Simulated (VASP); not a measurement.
# Mg (P6_3/mmc) in VASP: a series of runs

Runs on Mg. Level: PBE. Tasks: single point, relaxation of cell and atoms.

Everything below comes from runs of VASP 6.6.1. Logs are shortened: lines on timing, memory, paths and dates and some standing lists are left out, and cuts for length are marked.

## 1. Starting point

Symmetry: P6_3/mmc, No. 194, hexagonal system. Conventional cell: a = 3.205 Å, b = 3.205 Å, c = 5.159 Å, α = 90.00°, β = 90.00°, γ = 120.00°. Mg (site symmetry -6m2) is surrounded by 12 Mg at 3.17 to 3.21 Å.

## 2. Single point, PBE

INCAR reads:

```
SYSTEM = Mg
PREC = Accurate ; ENCUT = 520
EDIFF = 1E-6 ; ISMEAR = 0
SIGMA = 0.05 ; LREAL = .False.
LASPH = .True. ; NELM = 60
ALGO = Normal ; ISIF = 2
LWAVE = .False. ; LCHARG = .False.
GGA = PE ; NBANDS = 9
```

KPOINTS reads:

```
Automatic mesh
0
Gamma
  16 16 8
  0 0 0
```

POSCAR reads:

```
Mg
1.0
    3.2050897850      0.0000000000      0.0000000000
   -1.6025448925      2.7756891752      0.0000000000
    0.0000000000      0.0000000000      5.1592084462
Mg
2
Direct
    0.3333333333      0.6666666667      0.7500000000
    0.6666666667      0.3333333333      0.2500000000
```

Potentials or basis: VASP PAW PBE potentials, release 64 (Mg).

Run with:

```console
$ cat potpaw_PBE.64/Mg/POTCAR > POTCAR
$ mpirun -np 1 vasp_std > vasp.out
```

OUTCAR:

```text
SYSTEM = Mg
   PREC = Accurate
   ENCUT = 520
   EDIFF = 1E-6
   ISMEAR = 0
   LREAL = .False.
   LASPH = .True.
   NELM = 60
   ISIF = 2
   GGA = PE

 ion  position               nearest neighbor table
   1  0.333  0.667  0.750-   2 3.17   2 3.17   2 3.17   2 3.17   2 3.17   2 3.17
   2  0.667  0.333  0.250-   1 3.17   1 3.17   1 3.17   1 3.17   1 3.17   1 3.17

  LATTYP: Found a hexagonal cell.
 ALAT       =     3.2050897850
 C/A-ratio  =     1.6096923307

  Lattice vectors:

 A1 = (   3.2050897850,   0.0000000000,   0.0000000000)
 A2 = (  -1.6025448925,   2.7756891752,   0.0000000000)
 A3 = (   0.0000000000,   0.0000000000,   5.1592084462)

Analysis of symmetry for initial positions (statically):
=====================================================================
 Subroutine PRICEL returns:
 Original cell was already a primitive cell.

 Routine SETGRP: Setting up the symmetry group for a
 hexagonal supercell.

 Subroutine GETGRP returns: Found 24 space group operations
 (whereof 12 operations were pure point group operations)
 out of a pool of 24 trial point group operations.

The static configuration has the point symmetry D_3d.
 The point group associated with its full space group is D_6h.

Analysis of symmetry for dynamics (positions and initial velocities):
=====================================================================
 Subroutine PRICEL returns:
 Original cell was already a primitive cell.

 Routine SETGRP: Setting up the symmetry group for a
 hexagonal supercell.

 Subroutine GETGRP returns: Found 24 space group operations
 (whereof 12 operations were pure point group operations)
 out of a pool of 24 trial point group operations.

The dynamic configuration has the point symmetry D_3d.
 The point group associated with its full space group is D_6h.

 Subroutine INISYM returns: Found 24 space group operations
 (whereof 12 operations are pure point group operations),
 and found     1 'primitive' translations

----------------------------------------------------------------------------------------

                                     Primitive cell

  volume of cell :      45.8980

  direct lattice vectors                    reciprocal lattice vectors
     3.205089785  0.000000000  0.000000000     0.312003740  0.180135443  0.000000000
    -1.602544893  2.775689175  0.000000000     0.000000000  0.360270887  0.000000000
     0.000000000  0.000000000  5.159208446     0.000000000  0.000000000  0.193828183

  length of vectors
     3.205089785  3.205089785  5.159208446     0.360270887  0.360270887  0.193828183

  position of ions in fractional coordinates (direct lattice)
     0.333333333  0.666666667  0.750000000
     0.666666667  0.333333333  0.250000000

  ion indices of the primitive-cell ions
   primitive index   ion index
                 1           1
                 2           2

----------------------------------------------------------------------------------------

 KPOINTS: Automatic mesh

Automatic generation of k-mesh.
 Grid dimensions read from file:
 generate k-points for:   16   16    8

 Generating k-lattice:

  Cartesian coordinates                     Fractional coordinates (reciprocal lattice)
     0.019500234  0.011258465  0.000000000     0.062500000  0.000000000  0.000000000
     0.000000000  0.022516930  0.000000000     0.000000000  0.062500000  0.000000000
     0.000000000  0.000000000  0.024228523     0.000000000  0.000000000  0.125000000

  Length of vectors
     0.022516930  0.022516930  0.024228523

  Shift w.r.t. Gamma in fractional coordinates (k-lattice)
     0.000000000  0.000000000  0.000000000

 Subroutine IBZKPT returns following result:
 ===========================================

 Found    150 irreducible k-points:

 Following reciprocal coordinates:
            Coordinates               Weight
  0.000000  0.000000  0.000000      1.000000
  0.062500  0.000000  0.000000      6.000000
  0.125000  0.000000  0.000000      6.000000
  0.187500  0.000000  0.000000      6.000000
  0.250000  0.000000  0.000000      6.000000
  0.312500  0.000000  0.000000      6.000000
[... 16 lines left out ...]
  0.187500  0.187500  0.000000      6.000000
  0.250000  0.187500  0.000000     12.000000
 [... further k-points ...]
   k-points           NKPTS =    150   k-points in BZ     NKDIM =    150   number of bands    NBANDS=      9
   number of dos      NEDOS =    301   number of ions     NIONS =      2
   total plane-waves  NPLWV =  23040
   dimension x,y,z NGX =    24 NGY =   24 NGZ =   40
   dimension x,y,z NGXF=    48 NGYF=   48 NGZF=   80
   ions per type =               2
   NGX,Y,Z   is equivalent  to a cutoff of  12.45, 12.45, 12.89 a.u.
   NGXF,Y,Z  is equivalent  to a cutoff of  24.90, 24.90, 25.78 a.u.
 SYSTEM =  Mg
   PREC   = accura    normal or accurate (medium, high low for compatibility)
   ISTART =      0    job   : 0-new  1-cont  2-samecut
   ICHARG =      2    charge: 1-file 2-atom 10-const
   ISPIN  =      1    spin polarized calculation?
   LNONCOLLINEAR =      F non collinear calculations
   LSORBIT =      F    spin-orbit coupling
   LASPH  =      T    aspherical Exc in radial PAW
   ENCUT  =  520.0 eV  38.22 Ry    6.18 a.u.   5.96  5.96  9.59*2*pi/ulx,y,z
   NELM   =     60;   NELMIN=  2; NELMDL= -5     # of ELM steps
   EDIFF  = 0.1E-05   stopping-criterion for ELM
   LREAL  =      F    real-space projection
   EDIFFG = 0.1E-04   stopping-criterion for IOM
   NSW    =      0    number of steps for IOM
   IBRION =     -1    ionic relax: 0-MD 1-quasi-New 2-CG
   NFREE  =      0    steps in history (QN), initial steepest desc. (CG)
   ISIF   =      2    stress and relaxation
   ISYM   =      2    0-nonsym 1-usesym 2-fastsym
   POTIM  = 0.5000    time-step for ionic-motion
   TEBEG  =    0.0;   TEEND  =   0.0 temperature during run
   PSTRESS=    0.0 pullay stress
   NELECT =       4.0000    total number of electrons
   NUPDOWN=      -1.0000    fix difference up-down
   EMIN   =  10.00;   EMAX   =-10.00  energy-range for DOS
   EFERMI =   0.00;   METHOD = LEGACY
   ISMEAR =     0;   SIGMA  =   0.05  broadening in eV -4-tet -1-fermi 0-gaus
   EFERMI_NEDOS =   21; number of points for ismear=-14 and -15
   IALGO  =     38    algorithm
   IMIX   =      4    mixing-type and parameters
     AMIX     =   0.40;   BMIX     =  1.00
     AMIX_MAG =   1.60;   BMIX_MAG =  1.00
  volume/ion in A,a.u.               =      22.95       154.87
  Fermi-wavevector in a.u.,A,eV,Ry     =   0.725822  1.371605  7.167788  0.526818
  Thomas-Fermi vector in A             =   1.816640
   LORBIT       =      0    0 simple, 1 ext, 2 COOP (PROOUT), +10 PAW based schemes
   GGA     = PE    functional components
   LHFCALC =     F    Hartree Fock is set to
   AEXX    =    0.0000 exact exchange contribution
   IVDW    =     0    specifies the selected vdW correction
   LEPSILON=     F    determine dielectric tensor
   LRPA    =     F    only Hartree local field effects (RPA)
 non-spin polarized calculation
 Gauss-broadening in eV      SIGMA  =   0.05
  energy-cutoff  :      520.00
  volume of cell :       45.90
 maximum number of plane-waves:      1260
 NGX is ok and might be reduce to    24
   NGX = 11   NGY = 11   NGZ = 19

 number of electron       4.0000000 magnetization

 Free energy of the ion-electron system (eV)
  ---------------------------------------------------
  ext. energy  EPLUGINS =         0.00000000
  ---------------------------------------------------
  free energy    TOTEN  =        -3.00893974 eV

  energy without entropy =       -3.00776845  energy(sigma->0) =       -3.00835410

 E-fermi :   2.6475     XC(G=0):  -8.4920

 val. band max:        2.6464514444   @ k =   0.3125   0.3125   0.2500
 cond. band min:       2.6610900111   @ k =   0.5000   0.0000   0.3750
 fundamental gap:      0.0146385667
 Fermi energy:         2.6475230150

 k-point     1 :       0.0000    0.0000    0.0000
  band No.  band energies     occupation
      1      -4.2979      2.00000
      2       0.9957      2.00000
      3       1.4731      2.00000
      4      13.4860      0.00000
      5      13.4860      0.00000
      6      13.5798      0.00000
      7      13.5798      0.00000
      8      14.5083      0.00000
      9      15.9698      0.00000

 k-point     2 :       0.0625    0.0000    0.0000
  band No.  band energies     occupation
      1      -4.2214      2.00000
      2       1.0655      2.00000
      3       1.5474      2.00000
      4      11.8564      0.00000
      5      12.5711      0.00000
      6      13.3765      0.00000
      7      14.6054      0.00000
      8      15.2691      0.00000
      9      16.5177      0.00000

 k-point     3 :       0.1250    0.0000    0.0000
  band No.  band energies     occupation
      1      -3.9923      2.00000
      2       1.2750      2.00000
      3       1.7689      2.00000
      4       9.9464      0.00000
      5      11.7364      0.00000
      6      12.5134      0.00000
      7      14.6919      0.00000
      8      15.2077      0.00000
      9      15.6796      0.00000

 k-point     4 :       0.1875    0.0000    0.0000
  band No.  band energies     occupation
      1      -3.6116      2.00000
      2       1.6244      2.00000
      3       2.1319      2.00000
      4       8.1047      0.00000
      5      11.0303      0.00000
      6      11.5881      0.00000
      7      12.8611      0.00000
      8      14.0068      0.00000
      9      15.6208      0.00000
[... 205 lines left out ...]
 k-point    22 :       0.4375    0.1250    0.0000
  band No.  band energies     occupation
      1       0.6863      2.00000
      2       0.6919      2.00000
      3       5.5140      0.00000
      4       5.7781      0.00000
      5       5.8896      0.00000
      6       6.1700      0.00000
      7       7.8508      0.00000
      8      11.3809      0.00000
      9      12.3610      0.00000

 k-point    23 :       0.1875    0.1875    0.0000
  band No.  band energies     occupation
      1      -2.2537      2.00000
      2       2.8839      0.00000
      3       3.3266      0.00000
      4       5.8104      0.00000
      5       6.3011      0.00000
      6      10.4730      0.00000
      7      11.1528      0.00000
      8      11.2806      0.00000
      9      12.1557      0.00000

 k-point    24 :       0.2500    0.1875    0.0000
  band No.  band energies     occupation
      1      -1.5078      2.00000
      2       3.5842      0.00000
      3       3.6660      0.00000
      4       4.6844      0.00000
      5       5.8119      0.00000
      6       9.1768      0.00000
      7      10.1344      0.00000
      8      10.4748      0.00000
      9      11.5338      0.00000

 [... further k-points ...]
[... 5 lines left out ...]
  --------------------------------------------------------------------------------------
  -------------------------------------------------------------------------------------
  Total       -0.0339489     -0.0339489     -0.0363118      0.0000000     -0.0000000      0.0000000
  in kB       -1.1850644     -1.1850644     -1.2675476      0.0000000     -0.0000000      0.0000000
  external PRESSURE =      -1.2125588 kB  Pullay stress =       0.0000000 kB

 VOLUME and BASIS-vectors are now :
 -----------------------------------------------------------------------------
  energy-cutoff  :      520.00
  volume of cell :       45.90
      direct lattice vectors                 reciprocal lattice vectors
     3.205089785  0.000000000  0.000000000     0.312003740  0.180135443  0.000000000
    -1.602544893  2.775689175  0.000000000     0.000000000  0.360270887  0.000000000
     0.000000000  0.000000000  5.159208446     0.000000000  0.000000000  0.193828183

 POSITION                                       TOTAL-FORCE (eV/Angst)
 -----------------------------------------------------------------------------------
     -0.00000      1.85046      3.86941        -0.000000      0.000000      0.000000
      1.60254      0.92523      1.28980         0.000000     -0.000000      0.000000
 -----------------------------------------------------------------------------------
    total drift:                               -0.000000      0.000000     -0.000000

  FREE ENERGIE OF THE ION-ELECTRON SYSTEM (eV)
  ---------------------------------------------------
  free  energy   TOTEN  =        -3.0089397432 eV

  energy  without entropy=       -3.0077684521  energy(sigma->0) =       -3.00835410
```

Run time: 42 s. Hardware: 1 thread of AMD EPYC 7R43 (Zen 3), shared host; peak memory 0.15 GiB.

Results:

```
Free energy            : -3.0089 eV
Pressure               : -0.1 GPa
Band gap on the k mesh : none (metal or under the smearing width)
```

[end of part 1 of 2]
